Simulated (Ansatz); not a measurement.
# HfO2: the cost of one run

Method: DFT PBE, scalar-relativistic, plane waves, PAW, in Ansatz 0.2.0.

## (1) The starting structure

Symmetry: P4_2/mnm, No. 136, tetragonal system. Conventional cell: a = 4.814 Å, b = 4.814 Å, c = 3.205 Å, α = 90.00°, β = 90.00°, γ = 90.00°. Around Hf (site symmetry mmm) lie 6 O at 2.08 Å. O (site symmetry m2m) has 3 Hf at 2.08 Å as nearest neighbours.

Structure file:

```xyz
6
Lattice="4.8135 0.0000 0.0000 0.0000 4.8135 0.0000 0.0000 0.0000 3.2054" Properties=species:S:1:pos:R:3 pbc="T T T"
Hf    0.0000    0.0000    0.0000
Hf    2.4068    2.4068    1.6027
O     0.9384    3.8751    1.6027
O     1.4683    1.4683    0.0000
O     3.3452    3.3452    0.0000
O     3.8751    0.9384    1.6027
```

The structure comes from the Materials Project (structure only).

(A quick probe on a coarse mesh, which set the mesh and smearing, is not shown.)

## (3) A loose first relaxation

File input.yaml:

```yaml
crystal:
  lattice:
    - [4.81353299, 0.0, 0.0]
    - [0.0, 4.81353299, 0.0]
    - [0.0, 0.0, 3.20541541]
  atoms:
    - { symbol: Hf, position: [0.0, 0.0, 0.0] }
    - { symbol: Hf, position: [0.5, 0.5, 0.5] }
    - { symbol: O, position: [0.19495512, 0.80504488, 0.5] }
    - { symbol: O, position: [0.30504488, 0.30504488, 0.0] }
    - { symbol: O, position: [0.69495512, 0.69495512, 0.0] }
    - { symbol: O, position: [0.80504488, 0.19495512, 0.5] }
basis:
  ecutwfc: 420
kpoints:
  mp_grid: { grid: [4, 4, 6] }
hamiltonian:
  xc: pbe
scf:
  occupations: { method: gaussian, width: 0.1 }
output:
  forces: true
  stress: true
  eigenvalues: true
relax:
  adjacent_minimum: "off"
  f_tol: 0.05
  max_steps: 80
  cell: { stress_tol: 0.5 }
```

Started as:

```bash
$ ansatz run input.yaml --threads 4 --pin off --max-ram 11264MiB --backend cpu --events-out ev --progress --plain --runs-dir out
```

Q: Estimate wall time and peak memory on 4 threads of Intel Xeon Platinum 8488C (Sapphire Rapids), shared host.

About 4.5 s, with a peak of 0.51 GiB.
